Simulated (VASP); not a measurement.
# SiC (Fm-3m) in VASP: settings compared, part 2 of 2

VASP 6.6.1. The steps go on from the part before.

**4. Phonons, PBE**

This run uses another cell than the first one, of 8.35 Å³/atom, 1.015 times its volume.

POSCAR reads:

```
SiC
1.0
   -0.0000000000      2.0289453824      2.0289453824
    2.0289453824      0.0000000000      2.0289453824
    2.0289453824      2.0289453824      0.0000000000
  Si              C
     1     1
Direct
     0.0000000000000000    0.0000000000000000    0.0000000000000000
     0.5000000000000000    0.5000000000000000    0.5000000000000000
```

INCAR.step1 reads:

```
PREC = Accurate ; ENCUT = 600
EDIFF = 1E-8 ; ISMEAR = 0
SIGMA = 0.03 ; LREAL = False
LASPH = True ; NELM = 80
ALGO = Fast ; ISIF = 3
LWAVE = False ; LCHARG = False
GGA = PE ; IBRION = 2
NSW = 40 ; EDIFFG = -0.002
```

INCAR.step2 reads:

```
PREC = Accurate ; ENCUT = 600
EDIFF = 1E-8 ; ISMEAR = 0
SIGMA = 0.03 ; LREAL = False
LASPH = True ; NELM = 80
ALGO = Fast ; ISIF = 2
LWAVE = False ; LCHARG = False
GGA = PE ; IBRION = 6
NFREE = 2 ; POTIM = 0.015
NSW = 1
```

KPOINTS reads:

```
Automatic mesh
0
Gamma
  12 12 12
```

Potentials or basis: VASP PAW PBE potentials, release 64 (Si, C).

Launch:

```
cat potpaw_PBE.64/Si/POTCAR potpaw_PBE.64/C/POTCAR > POTCAR
cp INCAR.step1 INCAR
mpirun -np 1 vasp_std > vasp.out
cp CONTCAR POSCAR
cp INCAR.step2 INCAR
mpirun -np 1 vasp_std > vasp.out
```

OUTCAR:

```text
PREC = Accurate
   ENCUT = 600
   EDIFF = 1E-8
   ISMEAR = 0
   LREAL = False
   LASPH = True
   NELM = 80
   ISIF = 2
   GGA = PE
   IBRION = 6
   NFREE = 2
   POTIM = 0.015
   NSW = 1

 ion  position               nearest neighbor table
   1  0.000  0.000  0.000-   2 2.03   2 2.03   2 2.03   2 2.03   2 2.03   2 2.03
   2  0.500  0.500  0.500-   1 2.03   1 2.03   1 2.03   1 2.03   1 2.03   1 2.03

  LATTYP: Found a face centered cubic cell.
 ALAT       =     4.0578907648

  Lattice vectors:

 A1 = (   0.0000000000,   2.0289453824,   2.0289453824)
 A2 = (   2.0289453824,   0.0000000000,   2.0289453824)
 A3 = (   2.0289453824,   2.0289453824,   0.0000000000)

Analysis of symmetry for initial positions (statically):
=====================================================================
 Subroutine PRICEL returns:
 Original cell was already a primitive cell.

 Routine SETGRP: Setting up the symmetry group for a
 face centered cubic supercell.

 Subroutine GETGRP returns: Found 48 space group operations
 (whereof 48 operations were pure point group operations)
 out of a pool of 48 trial point group operations.

The static configuration has the point symmetry O_h .

Analysis of symmetry for dynamics (positions and initial velocities):
=====================================================================
 Subroutine PRICEL returns:
 Original cell was already a primitive cell.

 Routine SETGRP: Setting up the symmetry group for a
 face centered cubic supercell.

 Subroutine GETGRP returns: Found 48 space group operations
 (whereof 48 operations were pure point group operations)
 out of a pool of 48 trial point group operations.

The dynamic configuration has the point symmetry O_h .

 Subroutine INISYM returns: Found 48 space group operations
 (whereof 48 operations are pure point group operations),
 and found     1 'primitive' translations

----------------------------------------------------------------------------------------

                                     Primitive cell

  volume of cell :      16.7048

  direct lattice vectors                    reciprocal lattice vectors
     0.000000000  2.028945382  2.028945382    -0.246433445  0.246433445  0.246433445
     2.028945382  0.000000000  2.028945382     0.246433445 -0.246433445  0.246433445
     2.028945382  2.028945382  0.000000000     0.246433445  0.246433445 -0.246433445

  length of vectors
     2.869362077  2.869362077  2.869362077     0.426835247  0.426835247  0.426835247

  position of ions in fractional coordinates (direct lattice)
     0.000000000  0.000000000  0.000000000
     0.500000000  0.500000000  0.500000000

  ion indices of the primitive-cell ions
   primitive index   ion index
                 1           1
                 2           2

[... 101 lines left out ...]
   LRPA    =     F    only Hartree local field effects (RPA)
 finite differences with symmetry
 non-spin polarized calculation
 RMM-DIIS sequential band-by-band and
 Gauss-broadening in eV      SIGMA  =   0.03
  energy-cutoff  :      600.00
  volume of cell :       16.70
 maximum number of plane-waves:       568
   NGX = 11   NGY = 11   NGZ = 11

--------------------------------------- Ionic step        1  -------------------------------------------

 number of electron       8.0000000 magnetization

 Free energy of the ion-electron system (eV)
  ---------------------------------------------------
  ext. energy  EPLUGINS =         0.00000000
  ---------------------------------------------------
  free energy    TOTEN  =       -13.57907140 eV

  energy without entropy =      -13.57887670  energy(sigma->0) =      -13.57897405

------------------------ aborting loop because EDIFF is reached ----------------------------------------

  FORCE on cell =-STRESS in cart. coord.  units (eV):
  Direction    XX          YY          ZZ          XY          YZ          ZX
  --------------------------------------------------------------------------------------
  -------------------------------------------------------------------------------------
  Total        0.0009364      0.0009364      0.0009364     -0.0000000     -0.0000000      0.0000000
  in kB        0.0898080      0.0898080      0.0898080     -0.0000000     -0.0000000      0.0000000
  external PRESSURE =       0.0898080 kB  Pullay stress =       0.0000000 kB
[... 131 lines left out ...]
--------------------------------------- Ionic step        5  -------------------------------------------

 number of electron       8.0000000 magnetization

 Free energy of the ion-electron system (eV)
  ---------------------------------------------------
  ext. energy  EPLUGINS =         0.00000000
  ---------------------------------------------------
  free energy    TOTEN  =       -13.57855100 eV

  energy without entropy =      -13.57835632  energy(sigma->0) =      -13.57845366

 E-fermi :  12.2639     XC(G=0): -12.6666

 val. band max:       12.1915798824   @ k =   0.0833   0.0000   0.0000
 cond. band min:      12.2785756891   @ k =  -0.1667   0.0833   0.0000
 fundamental gap:      0.0869958068
 Fermi energy:        12.2638995610

 k-point     1 :       0.0000    0.0000    0.0000
  band No.  band energies     occupation
      1      -6.0944      2.00000
      2      12.2922      0.18261
      3      12.2942      0.15292
      4      12.2942      0.15291
      5      19.6410      0.00000
      6      21.2359      0.00000
      7      21.2359      0.00000
      8      21.2380      0.00000
[... 243 lines left out ...]
 k-point    24 :      -0.4167    0.1667    0.0000
  band No.  band energies     occupation
      1      -0.6292      2.00000
      2       1.6275      2.00000
      3       8.3312      2.00000
      4      10.4621      2.00000
      5      15.7677      0.00000
      6      19.0837      0.00000
      7      20.4163      0.00000
      8      24.8685      0.00000

 [... further k-points ...]
[... 5 lines left out ...]
  --------------------------------------------------------------------------------------
  -------------------------------------------------------------------------------------
  Total        0.0159784     -0.0001853     -0.0001853     -0.0000000      0.0000000      0.0000000
  in kB        1.5325114     -0.0177698     -0.0177698     -0.0000000      0.0000000      0.0000000
  external PRESSURE =       0.4989906 kB  Pullay stress =       0.0000000 kB
[... 17 lines left out ...]
  FREE ENERGIE OF THE ION-ELECTRON SYSTEM (eV)
  ---------------------------------------------------
  free  energy   TOTEN  =       -13.5785509992 eV

  energy  without entropy=      -13.5783563226  energy(sigma->0) =      -13.57845366

 INTERNAL STRAIN TENSORS FROM DISPLACED ATOMS
 ============================================

 INTERNAL STRAIN TENSOR FOR ION    1 for displacements in x,y,z  (eV/Angst):
          X           Y           Z          XY          YZ          ZX
  --------------------------------------------------------------------------------
  x     0.00000     0.00000     0.00000     0.00000     0.00000     0.00000
  y     0.00000     0.00000     0.00000     0.00000     0.00000     0.00000
  z     0.00000     0.00000     0.00000     0.00000     0.00000     0.00000

 INTERNAL STRAIN TENSOR FOR ION    2 for displacements in x,y,z  (eV/Angst):
          X           Y           Z          XY          YZ          ZX
  --------------------------------------------------------------------------------
  x     0.00000     0.00000     0.00000     0.00000     0.00000     0.00000
  y     0.00000     0.00000     0.00000     0.00000     0.00000     0.00000
  z     0.00000     0.00000     0.00000     0.00000     0.00000     0.00000

 Eigenvectors and eigenvalues of the dynamical matrix
 ----------------------------------------------------

   1 f  =   11.601144 THz    72.892139 2PiTHz  386.972519 cm-1    47.978456 meV
             X         Y         Z           dx          dy          dz
      0.000000  0.000000  0.000000     0.000000    0.547109    0.000000
      2.028945  2.028945  2.028945    -0.000000   -0.837061    0.000000
[... 21 lines left out ...]
   6 f/i=    0.002886 THz     0.018136 2PiTHz    0.096280 cm-1     0.011937 meV
             X         Y         Z           dx          dy          dz
      0.000000  0.000000  0.000000    -0.161392    0.821355    0.000000
      2.028945  2.028945  2.028945    -0.105487    0.536843    0.000000

 ELASTIC MODULI CONTR FROM IONIC RELAXATION (kBar)
 Direction    XX          YY          ZZ          XY          YZ          ZX
 --------------------------------------------------------------------------------
 XX           0.0000      0.0000      0.0000      0.0000      0.0000      0.0000
 YY           0.0000      0.0000      0.0000      0.0000      0.0000      0.0000
 ZZ           0.0000      0.0000      0.0000      0.0000      0.0000      0.0000
 XY           0.0000      0.0000      0.0000      0.0000      0.0000      0.0000
 YZ           0.0000      0.0000      0.0000      0.0000      0.0000      0.0000
 ZX           0.0000      0.0000      0.0000      0.0000      0.0000      0.0000
 --------------------------------------------------------------------------------
```

It took 50 s on 1 thread of AMD EPYC 9R45 (Zen 5), shared host; peak memory 0.14 GiB.

Results:

```
Highest phonon frequency at Γ, LO-TO splitting left out : 387 cm⁻¹
```

Phonon frequencies in cm⁻¹ (negative: imaginary):
| q point | frequencies |
| --- | --- |
| (0.000, 0.000, 0.000) | 0 0 0 387 387 387 |
